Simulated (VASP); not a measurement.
The system is Sb.

```
Sb
1.0
     2.15420    1.24373    3.75800
    -2.15420    1.24373    3.75800
     0.00000   -2.48746    3.75800
Sb
2
Direct
  0.23349 0.23349 0.23349
  0.76651 0.76651 0.76651
```

| Quantity | Value |
| --- | --- |
| Program | VASP 6.6.1 |
| Task | relaxation of cell and atoms |
| Functional | PBEsol |
| Potentials or basis | VASP PAW PBE potentials, release 64 (Sb) |
| Cutoff | 600 eV |
| k mesh | 10 × 10 × 10 |
| Occupations | methfessel-paxton, width 0.1 eV |
| Spin | no spin polarisation |

At the start: pressure 0.2 GPa; volume 30.21 Å³/atom.

Where does the relaxation end?

Over 7 steps the energy falls by 3.1 meV/atom and the volume is 29.88 Å³/atom (-1.1 %); space group R-3m (No. 166, to 0.05 Å).

The path:
| step | energy change (eV) | largest force (eV/Å) | pressure (GPa) | volume (Å³) |
| --- | --- | --- | --- | --- |
| 1 | 0.0000 | 0.1841 | 0.23 | 60.41 |
| 2 | -0.0027 | 0.0689 | -0.42 | 60.79 |
| 3 | -0.0028 | 0.0443 | -0.56 | 60.88 |
| 4 | -0.0050 | 0.0246 | -0.34 | 60.43 |
| 5 | -0.0063 | 0.0017 | 0.01 | 59.78 |
| 6 | -0.0063 | 0.0032 | 0.03 | 59.74 |
| 7 | -0.0063 | 0.0055 | 0.00 | 59.77 |

Final structure:
```cif
data_structure
_symmetry_space_group_name_H-M 'P 1'
_symmetry_Int_Tables_number 1
_cell_length_a 4.4546
_cell_length_b 4.4546
_cell_length_c 4.4546
_cell_angle_alpha 58.089
_cell_angle_beta 58.089
_cell_angle_gamma 58.089
_cell_volume 59.77
loop_
_atom_site_label
_atom_site_type_symbol
_atom_site_fract_x
_atom_site_fract_y
_atom_site_fract_z
_atom_site_occupancy
Sb1 Sb 0.23600 0.23600 0.23600 1
Sb2 Sb 0.76400 0.76400 0.76400 1
```

Caveat: the PAW data sets were made with another functional, which shifts forces and pressure a little.
